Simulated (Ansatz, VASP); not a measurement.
# Two plane-wave programs on C

The input INCAR:

```
SYSTEM = C
PREC = Accurate ; ENCUT = 520
EDIFF = 1E-7 ; ISMEAR = 0
SIGMA = 0.05 ; LREAL = .FALSE.
LASPH = .TRUE. ; NELM = 60
ALGO = Normal ; ISIF = 2
LWAVE = .FALSE. ; LCHARG = .FALSE.
GGA = PE ; IVDW = 12
NBANDS = 11
```

File KPOINTS:

```
regular mesh
0
G
  15 15 15
  0 0 0
```

POSCAR

```
C
1.0
    1.2632929494      0.7293625244      3.4449600376
   -1.2632929494      0.7293625244      3.4449600376
    0.0000000000     -1.4587250488      3.4449600375
C
2
Direct
    0.1684800132      0.1684800132      0.1684800132
    0.8315199868      0.8315199868      0.8315199868
```

Input for Ansatz:

```yaml
crystal:
  lattice:
    - [1.2632929494, 0.7293625244, 3.4449600376]
    - [-1.2632929494, 0.7293625244, 3.4449600376]
    - [0.0, -1.4587250488, 3.4449600375]
  atoms:
    - { symbol: C, position: [0.1684800132, 0.1684800132, 0.1684800132] }
    - { symbol: C, position: [0.8315199868, 0.8315199868, 0.8315199868] }
basis:
  ecutwfc: 520.0
kpoints:
  mp_grid: { grid: [15, 15, 15] }
hamiltonian:
  xc: pbe
  pseudopotentials: { kind: paw, azcp: { folder: soft_1 } }
  dispersion: d3bj
scf:
  occupations: { method: gaussian, width: 0.05 }
output:
  forces: true
  stress: true
  eigenvalues: true
```

Change from the starting cell: mode 4 frozen in at +0.019 Å, equal normal strain along x, y and z +0.0250.

Alike in both runs: task single point; functional PBE; dispersion D3(BJ); k mesh 15 × 15 × 15; occupations gaussian, width 0.05 eV; no spin polarisation.

|  | VASP | Ansatz |
| --- | --- | --- |
| version | VASP 6.6.1 | Ansatz 0.2.0 |
| potentials or method | VASP PAW PBE potentials, release 64 (C) | scalar-relativistic, plane waves, PAW |
| plane-wave cutoff (eV) | 520 | 520 |
| valence electrons in the cell | 8 | 8 |

Ansatz gave:

```
gap on the k mesh at the Fermi level (eV)       : 0.53
least direct gap on the mesh (eV)               : 0.53
pressure (GPa)                                  : -18.8
largest component of the traceless stress (GPa) : 18.10
rms of the force components (eV/Å)              : 0.369
```

Problem. Estimate VASP's values.

Solution. gap on the k mesh at the Fermi level (eV): 0.53; least direct gap on the mesh (eV): 0.53; pressure (GPa): -18.4; largest component of the traceless stress (GPa): 17.65; rms of the force components (eV/Å): 0.368.

Atom by atom the forces differ by 0.001 eV/Å (rms over components).

Caveats: so large a pressure means that the cell lies far from this level's equilibrium, or that cutoff or potentials fall short (VASP); an odd mesh through Γ misses points on the zone boundary, where band edges often lie.
